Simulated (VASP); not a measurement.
# Te (P3_121) in VASP: notebook

One crystal, Te, is run at these levels: PBE; tasks: relaxation of shape and atoms at fixed volume.

Everything below comes from runs of VASP 6.6.1. Logs are shortened: lines on timing, memory, paths and dates and some standing lists are left out, and cuts for length are marked.

### 1 The structure

The structure is trigonal, space group P3_121 (No. 152). Conventional cell: a = 4.524 Å, b = 4.524 Å, c = 5.935 Å, α = 90.00°, β = 90.00°, γ = 120.00°. Te (site symmetry 2) is surrounded by 2 Te at 2.89 Å.

### 2 Relaxation of shape and atoms at fixed volume, PBE (a relaxed cell with its volume scaled by 0.96)

Input file INCAR:

```
SYSTEM = Te
PREC = Accurate
ENCUT = 300
EDIFF = 1E-7
ISMEAR = 0
SIGMA = 0.03
LREAL = .False.
LASPH = .True.
NELM = 80
ALGO = Normal
ISIF = 4
LWAVE = .False.
LCHARG = .False.
GGA = PE
IBRION = 2
NSW = 40
EDIFFG = -0.01
```

Input file KPOINTS:

```
Automatic mesh
0
Gamma
  5 5 3
  0 0 0
```

Input file POSCAR:

```
Te                                      
1.0
    4.4625313587     -0.0000000000     -0.0000000000
   -2.2312656793      3.8646655219      0.0000000000
   -0.0000000000     -0.0000000000      5.8548766961
  Te            
     3
Direct
     0.2695138748254506    0.0000000000000000    0.3333333332999970
     0.0000000000000000    0.2695138748254506    0.6666666667000030
     0.7304861251745494    0.7304861251745494    1.0000000000000000
```

Potentials or basis: VASP PAW PBE potentials, release 64 (Te).

The run is started by

```
$ cat potpaw_PBE.64/Te/POTCAR > POTCAR
$ mpirun -np 1 vasp_std > vasp.out
```

OUTCAR:

```text
SYSTEM = Te
   PREC = Accurate
   ENCUT = 300
   EDIFF = 1E-7
   ISMEAR = 0
   LREAL = .False.
   LASPH = .True.
   NELM = 80
   ISIF = 4
   GGA = PE
   IBRION = 2
   NSW = 40
   EDIFFG = -0.01

 ion  position               nearest neighbor table
   1  0.270  0.000  0.333-   3 2.85   2 2.85   3 3.46   3 3.46   2 3.46   2 3.46
   2  0.000  0.270  0.667-   3 2.85   1 2.85   3 3.46   3 3.46   1 3.46   1 3.46
   3  0.730  0.730  0.000-   1 2.85   2 2.85   1 3.46   2 3.46   2 3.46   1 3.46

  LATTYP: Found a hexagonal cell.
 ALAT       =     4.4625313587
 C/A-ratio  =     1.3120079671

  Lattice vectors:

 A1 = (   4.4625313587,   0.0000000000,   0.0000000000)
 A2 = (  -2.2312656793,   3.8646655219,   0.0000000000)
 A3 = (   0.0000000000,   0.0000000000,   5.8548766961)

Analysis of symmetry for initial positions (statically):
=====================================================================
 Subroutine PRICEL returns:
 Original cell was already a primitive cell.

 Routine SETGRP: Setting up the symmetry group for a
 hexagonal supercell.

 Subroutine GETGRP returns: Found  6 space group operations
 (whereof  2 operations were pure point group operations)
 out of a pool of 24 trial point group operations.

The static configuration has the point symmetry C_2 .
 The point group associated with its full space group is D_3 .

Analysis of symmetry for dynamics (positions and initial velocities):
=====================================================================
 Subroutine PRICEL returns:
 Original cell was already a primitive cell.

 Routine SETGRP: Setting up the symmetry group for a
 hexagonal supercell.

 Subroutine GETGRP returns: Found  6 space group operations
 (whereof  2 operations were pure point group operations)
 out of a pool of 24 trial point group operations.

The dynamic configuration has the point symmetry C_2 .
 The point group associated with its full space group is D_3 .

 Subroutine INISYM returns: Found  6 space group operations
 (whereof  2 operations are pure point group operations),
 and found     1 'primitive' translations

----------------------------------------------------------------------------------------

                                     Primitive cell

  volume of cell :     100.9743

  direct lattice vectors                    reciprocal lattice vectors
     4.462531359  0.000000000  0.000000000     0.224088061  0.129377302  0.000000000
    -2.231265679  3.864665522  0.000000000     0.000000000  0.258754605  0.000000000
     0.000000000  0.000000000  5.854876696     0.000000000  0.000000000  0.170797790

  length of vectors
     4.462531359  4.462531359  5.854876696     0.258754605  0.258754605  0.170797790

  position of ions in fractional coordinates (direct lattice)
     0.269513875  0.000000000  0.333333333
     1.000000000  0.269513875  0.666666667
     0.730486125  0.730486125  0.000000000

  ion indices of the primitive-cell ions
   primitive index   ion index
                 1           1
                 2           2
                 3           3

----------------------------------------------------------------------------------------

 KPOINTS: Automatic mesh

Automatic generation of k-mesh.
 Grid dimensions read from file:
 generate k-points for:    5    5    3

 Generating k-lattice:

  Cartesian coordinates                     Fractional coordinates (reciprocal lattice)
     0.044817612  0.025875460  0.000000000     0.200000000 -0.000000000  0.000000000
     0.000000000  0.051750921  0.000000000     0.000000000  0.200000000  0.000000000
     0.000000000  0.000000000  0.056932597     0.000000000  0.000000000  0.333333333

  Length of vectors
     0.051750921  0.051750921  0.056932597

  Shift w.r.t. Gamma in fractional coordinates (k-lattice)
     0.000000000  0.000000000  0.000000000

 Subroutine IBZKPT returns following result:
 ===========================================

 Found     12 irreducible k-points:

 Following reciprocal coordinates:
            Coordinates               Weight
  0.000000  0.000000  0.000000      1.000000
  0.200000  0.000000  0.000000      6.000000
  0.400000  0.000000  0.000000      6.000000
  0.200000  0.200000  0.000000      6.000000
  0.400000  0.200000  0.000000      6.000000
  0.000000  0.000000  0.333333      2.000000
  0.200000  0.000000  0.333333      6.000000
  0.000000  0.200000  0.333333      6.000000
  0.400000  0.000000  0.333333      6.000000
  0.000000  0.400000  0.333333      6.000000
  0.200000  0.200000  0.333333     12.000000
  0.400000  0.200000  0.333333     12.000000
   k-points           NKPTS =     12   k-points in BZ     NKDIM =     12   number of bands    NBANDS=     13
   number of dos      NEDOS =    301   number of ions     NIONS =      3
   total plane-waves  NPLWV =  28224
   dimension x,y,z NGX =    28 NGY =   28 NGZ =   36
   dimension x,y,z NGXF=    56 NGYF=   56 NGZF=   72
   ions per type =               3
   NGX,Y,Z   is equivalent  to a cutoff of  10.43, 10.43, 10.22 a.u.
   NGXF,Y,Z  is equivalent  to a cutoff of  20.86, 20.86, 20.44 a.u.
 SYSTEM =  Te
   PREC   = accura    normal or accurate (medium, high low for compatibility)
   ISTART =      0    job   : 0-new  1-cont  2-samecut
   ICHARG =      2    charge: 1-file 2-atom 10-const
   ISPIN  =      1    spin polarized calculation?
   LNONCOLLINEAR =      F non collinear calculations
   LSORBIT =      F    spin-orbit coupling
   LASPH  =      T    aspherical Exc in radial PAW
   ENCUT  =  300.0 eV  22.05 Ry    4.70 a.u.   6.30  6.30  8.27*2*pi/ulx,y,z
   NELM   =     80;   NELMIN=  2; NELMDL= -5     # of ELM steps
   EDIFF  = 0.1E-06   stopping-criterion for ELM
   LREAL  =      F    real-space projection
   EDIFFG = -.1E-01   stopping-criterion for IOM
   NSW    =     40    number of steps for IOM
   IBRION =      2    ionic relax: 0-MD 1-quasi-New 2-CG
   NFREE  =      1    steps in history (QN), initial steepest desc. (CG)
   ISIF   =      4    stress and relaxation
   ISYM   =      2    0-nonsym 1-usesym 2-fastsym
   POTIM  = 0.5000    time-step for ionic-motion
   TEBEG  =    0.0;   TEEND  =   0.0 temperature during run
   PSTRESS=    0.0 pullay stress
   NELECT =      18.0000    total number of electrons
   NUPDOWN=      -1.0000    fix difference up-down
   EMIN   =  10.00;   EMAX   =-10.00  energy-range for DOS
   EFERMI =   0.00;   METHOD = LEGACY
   ISMEAR =     0;   SIGMA  =   0.03  broadening in eV -4-tet -1-fermi 0-gaus
   EFERMI_NEDOS =   21; number of points for ismear=-14 and -15
   IALGO  =     38    algorithm
   IMIX   =      4    mixing-type and parameters
     AMIX     =   0.40;   BMIX     =  1.00
     AMIX_MAG =   1.60;   BMIX_MAG =  1.00
  volume/ion in A,a.u.               =      33.66       227.14
  Fermi-wavevector in a.u.,A,eV,Ry     =   0.921359  1.741115 11.550008  0.848902
  Thomas-Fermi vector in A             =   2.046766
   LORBIT       =      0    0 simple, 1 ext, 2 COOP (PROOUT), +10 PAW based schemes
   GGA     = PE    functional components
   LHFCALC =     F    Hartree Fock is set to
   AEXX    =    0.0000 exact exchange contribution
   IVDW    =     0    specifies the selected vdW correction
   LEPSILON=     F    determine dielectric tensor
   LRPA    =     F    only Hartree local field effects (RPA)
 conjugate gradient relaxation of ions
 non-spin polarized calculation
 Gauss-broadening in eV      SIGMA  =   0.03
  energy-cutoff  :      300.00
  volume of cell :      100.97
 maximum number of plane-waves:      1205
 NGX is ok and might be reduce to    28
   NGX = 13   NGY = 13   NGZ = 17

--------------------------------------- Ionic step        1  -------------------------------------------

 number of electron      17.9999999 magnetization

 Free energy of the ion-electron system (eV)
  ---------------------------------------------------
  ext. energy  EPLUGINS =         0.00000000
  ---------------------------------------------------
  free energy    TOTEN  =        -9.40186740 eV

  energy without entropy =       -9.40186740  energy(sigma->0) =       -9.40186740

------------------------ aborting loop because EDIFF is reached ----------------------------------------

  FORCE on cell =-STRESS in cart. coord.  units (eV):
  Direction    XX          YY          ZZ          XY          YZ          ZX
  --------------------------------------------------------------------------------------
  -------------------------------------------------------------------------------------
  Total        1.1060454      1.1060454      1.6351165      0.0000000      0.0000000     -0.0000000
  in kB       17.5498166     17.5498166     25.9446816      0.0000000      0.0000000     -0.0000000
  external PRESSURE =      20.3481049 kB  Pullay stress =       0.0000000 kB
[... 170 lines left out ...]
  energy  without entropy=       -9.4158573455  energy(sigma->0) =       -9.41585735

--------------------------------------- Ionic step        6  -------------------------------------------

 number of electron      17.9999998 magnetization

 Free energy of the ion-electron system (eV)
  ---------------------------------------------------
  ext. energy  EPLUGINS =         0.00000000
  ---------------------------------------------------
  free energy    TOTEN  =        -9.41590017 eV

  energy without entropy =       -9.41590017  energy(sigma->0) =       -9.41590017

 E-fermi :   5.8445     XC(G=0):  -9.1209

 val. band max:        5.7018672722   @ k =   0.4000   0.2000   0.3333
 cond. band min:       6.4988763941   @ k =   0.0000   0.0000   0.3333
 fundamental gap:      0.7970091218
 Fermi energy:         5.8445031991

 k-point     1 :       0.0000    0.0000    0.0000
  band No.  band energies     occupation
      1      -7.5347      2.00000
      2      -4.2757      2.00000
      3      -4.2757      2.00000
      4       3.0886      2.00000
      5       3.4044      2.00000
      6       3.4044      2.00000
      7       4.3635      2.00000
      8       4.3635      2.00000
      9       5.0838      2.00000
     10       7.0428      0.00000
     11       7.0428      0.00000
     12       7.6482      0.00000
     13      11.0357      0.00000
[... 204 lines left out ...]
  FREE ENERGIE OF THE ION-ELECTRON SYSTEM (eV)
  ---------------------------------------------------
  free  energy   TOTEN  =        -9.4159001736 eV

  energy  without entropy=       -9.4159001736  energy(sigma->0) =       -9.41590017

 reached required accuracy - stopping structural energy minimisation
```

Run time: 19 s. Hardware: 1 thread of Intel Xeon 6975P-C (Granite Rapids), shared host; peak memory 0.16 GiB.

Results:

* Free energy: -9.4159 eV
* Energy gained by relaxing: 4.7 meV/atom
* Ionic steps: 6
* Pressure after relaxing: 0.9 GPa
* Largest force after relaxing: 0.003 eV/Å
* Band gap on the k mesh: 0.80 eV, indirect (least direct gap 1.09 eV)

Forces on the atoms (eV/Å):
```
Te   0.003  0.000  0.000
Te  -0.002  0.003  0.000
Te  -0.002 -0.003  0.000
```

The path:
| step | energy change (eV) | largest force (eV/Å) | pressure (GPa) |
| --- | --- | --- | --- |
| 1 | 0.0000 | 0.2137 | 2.03 |
| 2 | -0.0079 | 0.1395 | 1.65 |
| 3 | -0.0139 | 0.0203 | 1.01 |
| 4 | -0.0140 | 0.0096 | 0.95 |
| 5 | -0.0140 | 0.0061 | 0.93 |
| 6 | -0.0140 | 0.0032 | 0.93 |

Final structure:
```xyz
3
Lattice="4.4253 0.0000 0.0000 -2.2127 3.8324 0.0000 0.0000 0.0000 5.9537" Properties=species:S:1:pos:R:3 pbc="T T T"
Te   -0.9876    3.8324    1.9846
Te    3.8128    1.0610    3.9692
Te    1.6001    2.7715    0.0000
```

Levels at points of the mesh, in eV from the valence-band top:
```
           k point  band 6  band 7  band 8  band 9  band 10  band 11  band 12  band 13
(0.00, 0.00, 0.00)   -2.30   -1.34   -1.34   -0.62     1.34     1.34     1.95     5.33
```

Caveat: spin-orbit coupling is left out, which moves the levels of the heavy elements; an odd mesh through Γ misses points on the zone boundary, where band edges often lie.

### 3 Relaxation of shape and atoms at fixed volume, PBE (a relaxed cell with its volume scaled by 0.98)

INCAR is that of step 2.

KPOINTS is that of step 2.

Input file POSCAR:

```
Te                                      
1.0
    4.4933084096     -0.0000000000     -0.0000000000
   -2.2466542048      3.8913192298      0.0000000000
   -0.0000000000     -0.0000000000      5.8952564321
  Te            
     3
Direct
     0.2695138748254506    0.0000000000000000    0.3333333332999970
     0.0000000000000000    0.2695138748254506    0.6666666667000030
     0.7304861251745494    0.7304861251745494    1.0000000000000000
```

Potentials or basis: VASP PAW PBE potentials, release 64 (Te).

The run is started by

```
$ cat potpaw_PBE.64/Te/POTCAR > POTCAR
$ mpirun -np 1 vasp_std > vasp.out
```

It took 12 s on 1 thread of Intel Xeon 6975P-C (Granite Rapids), shared host; peak memory 0.16 GiB.

Results (log left out):

```
Free energy                  : -9.4249 eV
Energy gained by relaxing    : 1.1 meV/atom
Ionic steps                  : 3
Pressure after relaxing      : 0.5 GPa
Largest force after relaxing : 0.008 eV/Å
Band gap on the k mesh       : 0.84 eV, indirect (least direct gap 1.16 eV)
```

Forces on the atoms (eV/Å):
```
Te   0.008  0.000  0.000
Te  -0.004  0.007  0.000
Te  -0.004 -0.007  0.000
```

Step by step:
```csv
step,energy change (eV),largest force (eV/Å),pressure (GPa)
1,0.0000,0.1006,0.97
2,-0.0018,0.0688,0.79
3,-0.0034,0.0076,0.45
```

Final structure:
```xyz
3
Lattice="4.4743 0.0000 0.0000 -2.2372 3.8749 0.0000 0.0000 0.0000 5.9454" Properties=species:S:1:pos:R:3 pbc="T T T"
Te    1.2207    0.0000    1.9818
Te    3.8640    1.0572    3.9636
Te    1.6268    2.8177    5.9454
```

Levels at points of the mesh, in eV from the valence-band top:
```
           k point  band 6  band 7  band 8  band 9  band 10  band 11  band 12  band 13
(0.00, 0.00, 0.00)   -2.33   -1.30   -1.30   -0.53     1.35     1.35     1.92     5.38
```

Caveat: spin-orbit coupling is left out, which moves the levels of the heavy elements; an odd mesh through Γ misses points on the zone boundary, where band edges often lie.

### 4 Relaxation of shape and atoms at fixed volume, PBE

INCAR is that of step 3.

KPOINTS is that of step 3.

Input file POSCAR:

```
Te                                      
1.0
    4.5236695225     -0.0000000000     -0.0000000000
   -2.2618347612      3.9176127249      0.0000000000
   -0.0000000000     -0.0000000000      5.9350904541
  Te            
     3
Direct
     0.2695138748254506    0.0000000000000000    0.3333333332999970
     0.0000000000000000    0.2695138748254506    0.6666666667000030
     0.7304861251745494    0.7304861251745494    1.0000000000000000
```

The run is started by

```
$ cat potpaw_PBE.64/Te/POTCAR > POTCAR
$ mpirun -np 1 vasp_std > vasp.out
```

Wall time 5.4 s (1 thread of Intel Xeon 6975P-C (Granite Rapids), shared host); peak memory 0.15 GiB.

Results (log left out):

```yaml
Free_energy: -9.4280 eV
Pressure_after_relaxing: 0.0 GPa
Largest_force_after_relaxing: 0.004 eV/Å
Band_gap_on_the_k_mesh: 0.86 eV, indirect (least direct gap 1.22 eV)
```

Forces in eV/Å, atoms in the order of the input:
```
Te  -0.004  0.000  0.000
Te   0.002 -0.003  0.000
Te   0.002  0.003  0.000
```

Final structure:
```yaml
crystal:
  lattice:
    - [4.52367, 0.00000, 0.00000]
    - [-2.26183, 3.91761, 0.00000]
    - [0.00000, 0.00000, 5.93509]
  atoms:
    - { symbol: Te, position: [0.26951, 0.00000, 0.33333] }
    - { symbol: Te, position: [0.00000, 0.26951, 0.66667] }
    - { symbol: Te, position: [0.73049, 0.73049, 0.00000] }
```

Levels at points of the mesh, in eV from the valence-band top:
```
           k point  band 5  band 6  band 7  band 8  band 9  band 10  band 11  band 12  band 13
(0.00, 0.00, 0.00)   -2.36   -2.36   -1.27   -1.27   -0.47     1.36     1.36     1.88     5.41
```

Caveat: the relaxation stopped at its first step, so nothing moved; spin-orbit coupling is left out, which moves the levels of the heavy elements; an odd mesh through Γ misses points on the zone boundary, where band edges often lie.

### 5 The runs side by side

```tsv
cell	gap on the mesh (eV)	pressure (GPa)
atoms relaxed at fixed volume from: a relaxed cell with its volume scaled by 0.96	0.80	0.9
atoms relaxed at fixed volume from: a relaxed cell with its volume scaled by 0.98	0.84	0.5
atoms relaxed at fixed volume	0.86	0.0
```

Alike in all rows: task relaxation of shape and atoms at fixed volume; level PBE; potentials or basis VASP PAW PBE potentials, release 64 (Te); no spin polarisation; k mesh 5 × 5 × 3; cutoff (eV) 300; smearing gaussian 0.03 eV.

Caveats: spin-orbit coupling is left out, which moves the levels of the heavy elements; an odd mesh through Γ misses points on the zone boundary, where band edges often lie; the relaxation stopped at its first step, so nothing moved (some runs).

Total energies depend on the potentials used, so only differences within one code and one set of settings carry meaning.
